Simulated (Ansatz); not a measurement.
# CdSe (F-43m): phonons

Level of theory: PBEsol, all-electron LAPW in Ansatz 0.2.0, scalar-relativistic.

The cell comes from a PAW relaxation under the same functional.

The structure is one entry of a database and needn't be the stable phase.

Command:

```sh
ansatz run input.yaml --threads 1 --pin off --max-ram 3072MiB --backend cpu --events-out ev --progress --plain --runs-dir out
```

Input:

```yaml
crystal:
  lattice:
    - [0.0, 3.04131444503, 3.04131444503]
    - [3.04131444503, 0.0, 3.04131444503]
    - [3.04131444503, 3.04131444503, 0.0]
  atoms:
    - { symbol: Cd, position: [0.0, 0.0, 0.0] }
    - { symbol: Se, position: [0.75, 0.75, 0.75] }
kpoints:
  mp_grid: { grid: [6, 6, 6] }
scf:
  occupations: { method: fixed }
hamiltonian:
  xc: pbesol
  pseudopotentials: { kind: all_electron, lapw: { basis_error: 0.001 } }
phonons:
  qmesh: [2, 2, 2]
  qpath:
    path:
      - [0.0, 0.0, 0.0]
      - [-0.5, -0.5, 0.0]
      - [-0.375, -0.375, 0.25]
      - [-0.375, 0.0, 0.375]
      - [0.0, 0.0, 0.0]
      - [0.0, 0.0, 0.5]
      - [-0.5, -0.25, 0.25]
      - [-0.5, -0.5, 0.0]
    npoints: 6
  temperatures: { t_min: 0, t_max: 1000, t_step: 100 }
```

The program printed:

```
Warning: RAYON_NUM_THREADS=1 ignored (pool sized by the plan → 1); use --threads N
LAPW: plane waves up to 8.794 Å⁻¹, error target 1.0e-3 eV per atom; small_component_spin mean_spin; Se in spheres of 1.231 Å, 24 of its electrons in bands, Dirac shells []; Cd in spheres of 1.324 Å, 30 of its electrons in bands, ...
Engine: ansatz 0.2.0, x86_64-unknown-linux-gnu
Pseudopotentials: kind: all_electron
Pseudopotential: Cd, LAPW, valence charge 30, lapw/all_electron/scalar/gaussian/Cd, Koelling and Harmon's equation, gaussian nucleus
Pseudopotential: Se, LAPW, valence charge 24, lapw/all_electron/scalar/gaussian/Se, Koelling and Harmon's equation, gaussian nucleus
Functional definition: PBEsol
  exchange = pbesol_x
  correlation = pbesol_c
davidson cushion auto → on  (no smearing: the cushion is to keep the highest requested band from converging to the state above it; pin scf.eigensolver.cushion to override)
Crystal: 4 atoms, lattice volume = 112.524 Å³
Basis set: ecut = 294.64479620961 eV, 1281 PW (Γ), FFT grids on a1, a2, −a1+a2+a3, exchange–correlation at level 2
Bands: 65, of which v1, the nominal top of the filled ones, is band 54 counted from 1 (53 counted from 0)
Symmetry: 16 space group operations
k-points: 20 of 108 (time reversal used)
Non-local potential: Cd, projectors of the file, none
Non-local potential: Se, projectors of the file, none
Initial density: superposition of atomic densities (chi_scale 0.1, normalization cell, long waves kept (reshape's long-wave potential 0.00 eV rms))
Initial wavefunctions: plane waves of lowest kinetic energy (no species holds an atomic orbital)
Functional: x = pbesol(κ = 0.804, μ = 0.12345679012345678), c = pbesol(β = 0.046)
iter 1 solved again at ethr=1.74e-3 eV; its pass at ethr=1.00e-1 eV (dr2=1.88e0 eV) is discarded
SCF iter   1: F=—  HF=-436494.752907 eV  |F-HF|=—  |Δ(HF+E_count)|=         —  Δρ=2.82e-2  dr2=1.89e0  ethr=1.74e-3  ⟨swp⟩=2.0  Hψ=7861  notcnv=0
preconditioner: auto → Resta (q_TF=auto, 2.710 Å⁻¹)  ε∞=3.7  [insulator: Δε(μ)=0.952 eV  Ē_g=12.818 eV  n_scr=36 (ndim 8)  ℏωp=21.0 eV  f_vac=0.282  ε∞_Penn≈3.7]
SCF iter   2: F=—  HF=-436494.117793 eV  |F-HF|=—  |Δ(HF+E_count)|=   6.35e-1  Δρ=1.28e-2  dr2=3.54e-1  ethr=1.74e-3  ⟨swp⟩=2.0  Hψ=3740  notcnv=0
SCF iter   3: F=—  HF=-436494.043617 eV  |F-HF|=—  |Δ(HF+E_count)|=   7.42e-2  Δρ=6.49e-3  dr2=9.05e-2  ethr=3.28e-4  ⟨swp⟩=2.0  Hψ=3940  notcnv=0
iter 4 solved again at ethr=3.84e-6 eV; its pass at ethr=8.38e-5 eV (dr2=4.15e-3 eV) is discarded
SCF iter   4: F=—  HF=-436494.023420 eV  |F-HF|=—  |Δ(HF+E_count)|=   2.02e-2  Δρ=1.76e-3  dr2=4.14e-3  ethr=3.84e-6  ⟨swp⟩=2.0  Hψ=6803  notcnv=0
SCF iter   5: F=—  HF=-436494.023627 eV  |F-HF|=—  |Δ(HF+E_count)|=   2.07e-4  Δρ=4.22e-4  dr2=2.17e-4  ethr=3.83e-6  ⟨swp⟩=3.0  Hψ=4111  notcnv=0
SCF iter   6: F=—  HF=-436494.023831 eV  |F-HF|=—  |Δ(HF+E_count)|=   2.04e-4  Δρ=1.76e-4  dr2=5.86e-5  ethr=2.01e-7  ⟨swp⟩=3.0  Hψ=4252  notcnv=0
SCF iter   7: F=—  HF=-436494.023889 eV  |F-HF|=—  |Δ(HF+E_count)|=   5.78e-5  Δρ=8.04e-5  dr2=1.35e-5  ethr=5.42e-8  ⟨swp⟩=3.1  Hψ=4283  notcnv=0
[... 77 lines left out ...]
SCF iter   5: F=—  HF=-436494.023629 eV  |F-HF|=—  |Δ(HF+E_count)|=   6.69e-8  Δρ=4.22e-6  dr2=3.11e-8  ethr=8.83e-11  ⟨swp⟩=3.0  Hψ=7086  notcnv=0
SCF iter   6: F=—  HF=-436494.023629 eV  |F-HF|=—  |Δ(HF+E_count)|=   8.21e-9  Δρ=1.96e-6  dr2=5.34e-9  ethr=2.88e-11  ⟨swp⟩=3.0  Hψ=7199  notcnv=0
SCF iter   7: F=-436494.023629 eV  HF=-436494.023629 eV  |F-HF|=6.40e-10  |Δ(HF+E_count)|=   6.11e-9  Δρ=5.45e-7  dr2=4.74e-10  ethr=1.79e-11 (applied; sched 4.94e-12)  ⟨swp⟩=3.0  Hψ=7169  notcnv=0
SCF 7 converged in 7 iterations: F = -436494.023629 eV  dr2 = 4.74e-10
iter 1 solved again at ethr=1.38e-7 eV; its pass at ethr=1.00e-1 eV (dr2=1.49e-4 eV) is discarded
SCF iter   1: F=—  HF=-436494.023665 eV  |F-HF|=—  |Δ(HF+E_count)|=         —  Δρ=2.16e-4  dr2=1.30e-4  ethr=1.38e-7  ⟨swp⟩=5.2  Hψ=17207  notcnv=0
SCF iter   2: F=—  HF=-436494.023635 eV  |F-HF|=—  |Δ(HF+E_count)|=   3.03e-5  Δρ=1.13e-4  dr2=2.96e-5  ethr=1.20e-7  ⟨swp⟩=3.0  Hψ=6756  notcnv=0
iter 3 solved again at ethr=1.79e-9 eV; its pass at ethr=2.74e-8 eV (dr2=1.93e-6 eV) is discarded
SCF iter   3: F=—  HF=-436494.023628 eV  |F-HF|=—  |Δ(HF+E_count)|=   6.68e-6  Δρ=3.23e-5  dr2=1.93e-6  ethr=1.79e-9  ⟨swp⟩=2.0  Hψ=11776  notcnv=0  defer=1
SCF iter   4: F=—  HF=-436494.023628 eV  |F-HF|=—  |Δ(HF+E_count)|=   3.81e-8  Δρ=7.43e-6  dr2=9.31e-8  ethr=1.79e-9  ⟨swp⟩=3.0  Hψ=6929  notcnv=0
SCF iter   5: F=—  HF=-436494.023628 eV  |F-HF|=—  |Δ(HF+E_count)|=   5.74e-8  Δρ=4.16e-6  dr2=3.04e-8  ethr=8.62e-11  ⟨swp⟩=3.0  Hψ=7085  notcnv=0
SCF iter   6: F=—  HF=-436494.023628 eV  |F-HF|=—  |Δ(HF+E_count)|=   6.40e-9  Δρ=1.95e-6  dr2=5.29e-9  ethr=2.81e-11  ⟨swp⟩=3.0  Hψ=7192  notcnv=0
SCF iter   7: F=-436494.023628 eV  HF=-436494.023628 eV  |F-HF|=5.82e-11  |Δ(HF+E_count)|=   6.00e-9  Δρ=5.53e-7  dr2=4.88e-10  ethr=1.79e-11 (applied; sched 4.89e-12)  ⟨swp⟩=3.0  Hψ=7163  notcnv=0
SCF 8 converged in 7 iterations: F = -436494.023628 eV  dr2 = 4.88e-10
SCF converged after 11 iterations
Free energy (F): -436494.023919 eV
Harris-Foulkes:  -436494.023919 eV  (|F-HF|=8.15e-10)
Internal energy: -436494.023919 eV  (E = F + TS)
E sigma→0 (E₀):  -436494.023919 eV
Fermi energy:    8.039799 eV
--- Per-component energies (eV) ---
  E_band       = -11812.231444
  E_kinetic    = 454062.198597
  E_xc         = -12977.053929
  E_electrostatic = -877579.168587  (all electrons and nuclei)
  E_smearing   = -0.000000  (= −TS)
  E_closure    = 0.000000  (closes the sum)
  Σ components = -436494.023919   (vs F -436494.023919, Δ=0.00e0)
  Basis errors (estimates in eV, not in F): energy 4.3e-4 per atom: plane waves 4.0e-4 (2.4e-4 summed), levels above the bands 0.0e0, relativity 1.6e-8, radial functions 2.8e-5, core shells 2.4e-8; eigenvalues (radial functions ...
--- Forces (eV/Å), atoms counted from 1 ---
  atom   1  Cd     0.00000000     0.00000000    -0.00000000
  atom   2  Se     0.00000000     0.00000000     0.00000000
  atom   3  Cd     0.00000000     0.00000000    -0.00000000
  atom   4  Se     0.00000000     0.00000000     0.00000000
  max |Σ_I F_I| component: 1.13e-17 eV/Å
--- Phonons: 6 displaced members + 2 references (amplitude of the first 0.01 Å, Σ member SCF iterations 44) ---
  ASR residual: 2.888e-4 → 0.000e0 eV/Å²; symmetrization residual: 2.399e-4 eV/Å²
  largest component of a force at the reference: 1.1e-17 eV/Å
  ASR residual per site (eV/Å²): 2.89e-4 6.65e-5
  Γ frequencies (cm⁻¹): 0.00 0.00 0.00 166.58 166.58 166.58
--- Phonons (by wavevector): 3 wavevectors in 2 supercells ---
  supercell 1 (2 cells, vectors [1, 0, 0], [0, 1, -1], [0, 0, 2] in multiples of the cell's): 2 displaced members by 0.01 Å; free energy -436494.023919 eV; taken off its force constants: by the sum rule 2.2e-4, by the ...
  symmetry images taken by strict's conditions (phonons.symmetry_images: auto; settled by no image being taken that strict refuses)
  supercell 2 (2 cells, vectors [1, 0, 0], [0, 1, 0], [0, 0, 2] in multiples of the cell's): 4 displaced members by 0.01 Å; free energy -436494.023919 eV; taken off its force constants: by the sum rule 2.9e-4, by the ...
  symmetry images taken by strict's conditions (phonons.symmetry_images: auto; settled by no image being taken that strict refuses)
  q = [0.0000, 0.0000, 0.0000] (star 1, supercell 1; hermiticity 0.00e0, symmetrization 6.36e-5): -0.00 0.00 0.00 166.58 166.58 166.58
  q = [0.0000, 0.0000, -0.5000] (star 4, supercell 2; hermiticity 1.51e-16, symmetrization 6.12e-16): 33.07 33.07 122.13 173.56 173.56 183.98
  q = [0.0000, -0.5000, -0.5000] (star 3, supercell 1; hermiticity 8.98e-17, symmetrization 5.34e-16): 40.63 40.63 139.45 171.78 182.09 182.09
  joined force constants: q→R imaginary residual 4.84e-17
  density of states and harmonic sums: on the 18×18×18 q-mesh, interpolated from the force constants of a 2×2×2 supercell (no non-analytic term)
  largest difference from the sums on the solved wave vectors: F 7.20e-2 eV, S 1.04e-4 and C_V 3.23e-5 eV/K
```

The calculation finished and met its thresholds.

### Harmonic thermodynamics

Harmonic phonons of a crystal by Kohn-Sham DFT at the given cell, standard atomic masses, acoustic sum rule imposed; negative wavenumbers are unstable modes; sums over wave vectors interpolated from the q mesh.

| Property | Result |
| --- | --- |
| Zero point energy | 22.57 meV/atom |

```tsv
temperature (K)	phonon heat capacity (k_B/atom)	phonon entropy (k_B/atom)	phonon free energy (meV/atom)
100	2.269	2.308	13.47
200	2.778	4.086	-14.71
300	2.897	5.239	-55.19
400	2.941	6.08	-104.1
500	2.962	6.739	-159.5
600	2.973	7.28	-219.9
700	2.98	7.739	-284.7
800	2.985	8.137	-353.1
900	2.988	8.489	-424.8
1000	2.99	8.804	-499.3
```

**Zone-centre phonons**

Optical zone-centre levels upwards with Mulliken labels, activity, and the element with most of the kinetic energy.

```json
{
 "Point group": "-43m"
}
```

```
number  phonon wavenumber (cm⁻¹)  label  infrared  raman  lead element
     1                     166.6     T2       yes    yes            Se
```

Phonons on the q mesh:

One row a degenerate set, branches counted upwards.

- Unstable phonons: no

```tsv
point	q a (r.l.u.)	q b (r.l.u.)	q c (r.l.u.)	branch	phonon wavenumber (cm⁻¹)	degeneracy
Gamma	0	0	0	4	166.6	3
L	0.5	0	0	1	33.1	2
L	0.5	0	0	3	122.1	1
L	0.5	0	0	4	173.6	2
L	0.5	0	0	6	184	1
X	0.5	0.5	0	1	40.6	2
X	0.5	0.5	0	3	139.4	1
X	0.5	0.5	0	4	171.8	1
X	0.5	0.5	0	5	182.1	2
```

Caveats: no LO-TO term in the interpolation; coarse q mesh; no LO-TO term at the zone centre.

It took 9 min on 1 thread of Intel(R) Xeon(R) Platinum 8488C (Sapphire Rapids), with other jobs on the host, peak memory 0.79 GiB.
